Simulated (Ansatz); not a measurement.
## From the elastic tensor of BN at 35 GPa (stress–strain coefficients) to moduli and sound speeds

Method: DFT PBE, scalar-relativistic, plane waves, PAW (Ansatz). Cutoff 420 eV, 12×12×12 k-points (Γ-centred), fixed occupations. No spin polarisation.

It takes space group F-43m (No. 216, cubic). Conventional cell: a = 3.528 Å, b = 3.528 Å, c = 3.528 Å, α = 90.00°, β = 90.00°, γ = 90.00°. B (site symmetry -43m) is surrounded by 4 N at 1.53 Å. N (site symmetry -43m) is surrounded by 4 B at 1.53 Å.

Other phases may be more stable at this pressure.

Relaxed-ion constants (GPa, on the Cartesian axes of the calculation):
C11 = 933.5, C12 = 275.8, C13 = 275.8, C22 = 933.5, C23 = 275.8, C33 = 933.5, C44 = 530.3, C55 = 530.3, C66 = 530.3 GPa; the others vanish.

Density 3.754 g/cm³; 2 atoms in 10.98 Å³.

The values that follow are for a polycrystal of randomly turned grains, by Hill's mean where one number stands.

With S = C⁻¹: B_V = (C11+C22+C33+2(C12+C13+C23))/9, G_V = (C11+C22+C33−C12−C13−C23+3(C44+C55+C66))/15, 1/B_R = S11+S22+S33+2(S12+S13+S23), 15/G_R = 4(S11+S22+S33−S12−S13−S23)+3(S44+S55+S66); Hill is their mean. Then v_l = √((B+4G/3)/ρ), v_t = √(G/ρ), v_m = [(2/v_t³+1/v_l³)/3]^(−1/3) and Θ = (ħ/k_B)·v_m·(6π²n/V)^(1/3) for n atoms in the volume V; E = 9BG/(3B+G), ν = (3B−2G)/(2(3B+G)) and A^U = 5G_V/G_R + B_V/B_R − 6.

```json
{"Bulk modulus, Voigt / Reuss / Hill": "495.0 / 495.0 / 495.0 GPa", "Shear modulus, Voigt / Reuss / Hill": "449.7 / 425.9 / 437.8 GPa", "Young's modulus": "1014 GPa", "Poisson ratio": "0.158", "Pugh ratio B/G": "1.13", "Universal anisotropy index": "0.28", "Longitudinal and transverse sound speeds": "16952 and 10800 m/s", "Debye temperature from the mean sound speed": "2004 K"}
```

Cost: 1 run of about 0.66 core-minutes, on Intel Xeon Platinum 8259CL (Skylake/Cascade Lake) (shared hosts).

Compressed zinc-blende BN resists shear almost as strongly as it resists compression, with Hill moduli of 437.8 and 495.0 GPa. This reflects its short, directional, partly polar sp³ bonds, which oppose bending as well as stretching. C44 lies far above C12, whereas purely central forces under pressure would favour the opposite order, so angular forces clearly matter.

The stiffness is not isotropic. C44 also exceeds half the difference between C11 and C12, making ⟨111⟩, the bond direction, the stiffest axis in tension and ⟨100⟩ the softest. Tetragonal shear can be accommodated largely by changing bond angles, while the shear governed by C44 also strains the bonds along their length. The fast sound and the Debye temperature of 2004 K follow from this rigid network combined with the light masses of both elements.

The constants satisfy the cubic conditions for elastic stability against small homogeneous strains at this pressure. They don't establish hardness or fracture strength, which depend on large strains, dislocations and cleavage.
